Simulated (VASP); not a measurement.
The system is KCl.

```
CELL_PARAMETERS angstrom
0.00000 3.12744 3.12744
3.12744 0.00000 3.12744
3.12744 3.12744 0.00000
ATOMIC_POSITIONS crystal
K 0.00000 0.00000 0.00000
Cl 0.50000 0.50000 0.50000
```

Base run:

- Program: VASP 6.6.1
- Functional: PBEsol
- Potentials or basis: VASP PAW PBE potentials, release 64 (K_sv, Cl_h)
- Cutoff: 900 eV
- k mesh: 6 × 6 × 6
- Occupations: gaussian, width 0.02 eV
- Spin: no spin polarisation

Its results: band gap on the k mesh 5.08 eV, direct; pressure 0.0 GPa.

Problem. The run is repeated on the same cell with these changes: functional from PBEsol to r2SCAN; potentials or basis from VASP PAW PBE potentials, release 64 (K_sv, Cl_h) to VASP PAW PBE potentials, release 64 (K_sv, Cl); cutoff from 900 eV to 520 eV. What comes out?

Solution. Band gap on the k mesh 5.90 eV, direct; pressure 0.3 GPa.

Caveats: the PAW data sets were made with another functional, which shifts forces and pressure a little.

